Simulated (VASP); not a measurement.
Runs of VASP 6.6.1 on KF (Carobbiite). It takes space group Fm-3m (No. 225, cubic). Conventional cell: a = 5.334 Å, b = 5.334 Å, c = 5.334 Å, α = 90.00°, β = 90.00°, γ = 90.00°. Around K (site symmetry m-3m) lie 6 F at 2.67 Å. F (site symmetry m-3m) has 6 K at 2.67 Å as nearest neighbours. 

```csv
cell,gap on the mesh (eV)
atoms relaxed from: a relaxed cell with its volume scaled by 0.96,6.42
atoms relaxed from: a relaxed cell with its volume scaled by 1.06,(b)
atoms relaxed from: a relaxed cell with its volume scaled by 1.04,6.00
atoms relaxed from: a relaxed cell with its volume scaled by 1.02,(a)
atoms relaxed from: a relaxed cell with its volume scaled by 0.94,6.54
atoms relaxed,6.20
atoms relaxed from: a relaxed cell with its volume scaled by 0.98,6.31
```

Alike in all rows: task relaxation of the atoms; level PBE; potentials or basis VASP PAW PBE potentials, release 64 (K_sv, F_s); no spin polarisation; k mesh 5 × 5 × 5; cutoff (eV) 300; smearing gaussian 0.03 eV.

Question: Fill in the values left out.

Answer: (a) 6.10; (b) 5.90.

Caveats: the relaxation stopped at its first step, so nothing moved.

